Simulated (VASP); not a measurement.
The system is AlPt.

```
CELL_PARAMETERS angstrom
4.87893 0.00000 0.00000
0.00000 4.87893 0.00000
0.00000 0.00000 4.87893
ATOMIC_POSITIONS crystal
Pt 0.84494 0.65506 0.34494
Pt 0.65506 0.34494 0.84494
Pt 0.34494 0.84494 0.65506
Pt 0.15506 0.15506 0.15506
Al 0.15597 0.34403 0.65597
Al 0.34403 0.65597 0.15597
Al 0.65597 0.15597 0.34403
Al 0.84403 0.84403 0.84403
```

The cell is a database's computed one.

```yaml
Program: VASP 6.6.1
Task: relaxation of cell and atoms
Functional: r2SCAN
Dispersion: D3(BJ)
Potentials_or_basis: VASP PAW PBE potentials, release 64 (Pt, Al)
Cutoff: 600 eV
k_mesh: 6 × 6 × 6
Occupations: methfessel-paxton, width 0.1 eV
Spin: no spin polarisation
```

At the start: pressure -3.1 GPa; volume 14.52 Å³/atom.

**Question.** Where does the relaxation end?

**Answer.** Over 6 steps the energy falls by 2.3 meV/atom and the volume is 14.30 Å³/atom (-1.5 %); space group P2_13 (No. 198, to 0.05 Å).

The path:
| step | energy change (eV) | largest force (eV/Å) | pressure (GPa) | volume (Å³) |
| --- | --- | --- | --- | --- |
| 1 | 0.0000 | 0.0109 | -3.14 | 116.14 |
| 2 | 0.0354 | 0.0466 | 5.97 | 111.42 |
| 3 | -0.0179 | 0.0239 | 0.02 | 114.37 |
| 4 | -0.0179 | 0.0236 | -0.05 | 114.40 |
| 5 | -0.0180 | 0.0138 | -0.04 | 114.40 |
| 6 | -0.0180 | 0.0002 | -0.04 | 114.40 |

Final structure:
```
Pt Al
1.0
     4.85442    0.00000    0.00000
     0.00000    4.85442    0.00000
     0.00000    0.00000    4.85442
Pt Al
4 4
Cartesian
  4.1014 3.1802 1.6742
  3.1802 1.6742 4.1014
  1.6742 4.1014 3.1802
  0.7530 0.7530 0.7530
  0.7557 1.6716 3.1829
  1.6716 3.1829 0.7557
  3.1829 0.7557 1.6716
  4.0988 4.0988 4.0988
```

Caveat: the PAW data sets were made with another functional, which shifts forces and pressure a little; pairwise dispersion overbinds metals, which lowers pressure and volume.
